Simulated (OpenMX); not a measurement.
**Sc under changes of volume**

One of the cells (25.502 Å³/atom); the others are scaled copies at fixed shape and fractional positions:

```
CELL_PARAMETERS angstrom
3.33091 0.00000 0.00000
-1.66546 2.88466 0.00000
0.00000 0.00000 5.30822
ATOMIC_POSITIONS crystal
Sc 0.66667 0.33333 0.75000
Sc 0.33333 0.66667 0.25000
```

| Quantity | Value |
| --- | --- |
| Program | OpenMX 3.8.5 |
| Functional | PBE |
| Potentials or basis | OpenMX 2013 PBE set, Sc7.0-s3p2d2, fixed grid of 35 × 35 × 63 points |
| k mesh | 9 × 9 × 5 |
| Occupations | fermi-dirac, width 0.05 eV |
| Spin | no spin polarisation |

```tsv
volume (Å³/atom)	energy over the lowest point (meV/atom)	largest force (eV/Å)
23.502	7.70	0.013
24.002	?	?
24.502	0.00	0.012
25.502	7.27	0.010
26.002	15.77	0.010
26.502	27.10	0.008
```

What does the run at 24.002 Å³/atom give?

Energy over the lowest point 1.84 meV/atom; largest force 0.012 eV/Å.

Worked out: A Birch-Murnaghan fit of order 3 (a polynomial in V^(-2/3)) to the other rows has its minimum at 24.49 Å³/atom with B0 = V·E''(V) = 59 GPa and B' = 3.4 at fixed shape and positions, which overstates the stiffness. It gives 1.80 meV/atom at 24.002 Å³/atom, against the run's 1.84.

Energies are extrapolated to zero smearing.

Caveats: the basis of atomic orbitals isn't converged, which shifts pressures, moduli and gaps.
